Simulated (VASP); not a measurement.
Write the native input for VASP 6.6.1 that does the following.

| Item | Value |
| --- | --- |
| Task | single point |
| Functional | PBE |
| Potentials or basis | VASP PAW PBE potentials, release 64 (Cs_sv, Br) |
| Cutoff | 520 eV |
| k mesh | 4 × 4 × 4 |
| Occupations | gaussian, width 0.1 eV |
| Spin | no spin polarisation |
| Dipole correction | no |
| Further INCAR settings | ALGO = Normal; EDIFF = 1e-06; NBANDS = 15 |

The structure of CsBr lies in POSCAR:

```
CsBr
1.0
    4.3256220800      0.0000000000      0.0000000000
    0.0000000000      4.3256220800      0.0000000000
    0.0000000000      0.0000000000      4.3256220800
Cs Br
1 1
Direct
    0.0000000000      0.0000000000      0.0000000000
    0.5000000000      0.5000000000      0.5000000000
```

The cell comes from a database or a generator and needn't be the stable form of this composition.

These files were run (other wordings do the same):

INCAR

```
SYSTEM = CsBr
PREC = Accurate ; ENCUT = 520
EDIFF = 1E-6 ; ISMEAR = 0
SIGMA = 0.1 ; LREAL = .False.
LASPH = .True. ; NELM = 100
ALGO = Normal ; ISIF = 2
LWAVE = .False. ; LCHARG = .True.
GGA = PE ; LELF = .True.
LVHAR = .True. ; NBANDS = 15
```

KPOINTS

```
Automatic mesh
0
Gamma
  4 4 4
  0 0 0
```

Potentials or basis: VASP PAW PBE potentials, release 64 (Cs_sv, Br).

Launch:

```console
$ cat potpaw_PBE.64/Cs_sv/POTCAR potpaw_PBE.64/Br/POTCAR > POTCAR
$ mpirun -np 1 vasp_std > vasp.out
```

It gave:

```
Pressure               : 0.7 GPa
Band gap on the k mesh : 4.41 eV, indirect (least direct gap 4.42 eV)
```

Caveat: spin-orbit coupling is left out, which moves the levels of the heavy elements.

It took 4.7 s on 1 thread of Intel(R) Xeon(R) 6975P-C (Granite Rapids) (shared host), peak memory 0.17 GiB.
